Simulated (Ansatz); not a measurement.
Runs of Ansatz 0.2.0 on FeSi2 (Linzhiite). The structure is tetragonal, space group P4/mmm (No. 123). Conventional cell: a = 2.684 Å, b = 2.684 Å, c = 5.128 Å, α = 90.00°, β = 90.00°, γ = 90.00°. Around Fe (site symmetry 4/mmm) lie 8 Si at 2.35 Å and 4 Fe at 2.68 Å. Around Si (site symmetry 4mm) lie 4 Fe at 2.35 Å and 5 Si at 2.36 to 2.68 Å. 

```csv
task,level,U,cell,k mesh,points for each segment of the path,hubbard projectors,double counting,mesh quality,gap on the mesh (eV),pressure (GPa),moment (μB),V0 of scaled cells (Å³/atom),B0 (GPa),largest force (eV/Å)
band structure,PBEsol+U,Fe d U = 6 eV,as given,10 × 10 × 5,14,ortho-atomic (the default),fll (the default),not flagged,none,(b),1.89,-,-,1.44
equation of state,PBEsol,-,as given,10 × 10 × 5,-,-,-,not flagged,-,-,-,12.22,204,-
band structure,PBEsol+U,Fe d U = 2 eV,as given,10 × 10 × 5,14,ortho-atomic (the default),fll (the default),not flagged,none,-2.6,0.16,-,-,0.15
equation of state,LDA,-,as given,10 × 10 × 5,-,-,-,not flagged,-,-,-,11.96,214,-
relaxation of cell and atoms,LDA+U,Fe d U = 5 eV,relaxed,10 × 10 × 5,-,ortho-atomic (the default),fll (the default),not flagged,none,0.0,0.16,-,-,-
band structure,PBEsol+U,Fe d U = 5 eV,as given,10 × 10 × 5,14,ortho-atomic (the default),fll (the default),not flagged,none,7.6,1.28,-,-,0.55
band structure,PBEsol+U,Fe d U = 4 eV,as given,10 × 10 × 5,14,ortho-atomic (the default),fll (the default),not flagged,none,6.1,1.25,-,-,(a)
single point,PBEsol0,-,as given,5 × 5 × 3,-,-,-,coarse,none,-,0.11,-,-,0.05
```

Alike in all rows: potentials or basis Ansatz PAW; spin collinear, ferromagnetic start; cutoff (eV) 420; smearing fermi-dirac 0.05 eV.

Question: Fill in the values left out.

Answer: (a) 0.46; (b) 17.5.

Caveats: some runs use coarse meshes; the PAW data sets come from PBE, with cores solved anew for the run's functional, which leaves a small shift of forces and pressure; the magnetic or orbital state may not be the lowest (some runs); the U is typed as a test and isn't derived for this compound (some runs); the cell was scaled at fixed shape and fractional positions, which overstates the stiffness of a crystal with free parameters, most of all of layers and chains (some runs); forces of over 1 eV/Å show positions far from the minimum, so gaps and moduli don't describe the material at rest (some runs); the plane-wave basis is chosen anew once the cell has moved, so the energies of steps on either side of that aren't comparable (some runs).

A k mesh can miss the band edges.

A gap of «none» marks a metal or a gap under the smearing width.

Not every run made on this cell is shown here.
